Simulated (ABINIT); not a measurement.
Zr:

```
CELL_PARAMETERS angstrom
3.23200 0.00000 0.00000
-1.61600 2.79899 0.00000
0.00000 0.00000 5.14700
ATOMIC_POSITIONS crystal
Zr 0.66667 0.33333 0.75000
Zr 0.33333 0.66667 0.25000
```

Base run:

* Program: ABINIT 10.8.3 (patched build)
* Functional: BLYP
* Potentials or basis: JTH PAW PBE v2.0
* Cutoff: 463 eV
* k mesh: 9 × 9 × 5
* Occupations: fermi-dirac, width 0.05 eV
* Spin: no spin polarisation

Its results: band gap on the k mesh none (metal or under the smearing width); pressure 3.5 GPa.

The run is repeated on the same cell with these changes: functional from BLYP to RPBE. What comes out?

Band gap on the k mesh none (metal or under the smearing width); pressure 2.6 GPa.

Caveats: the PAW data sets were made with another functional, which shifts forces and pressure a little.

Not every run made on this cell is shown here.
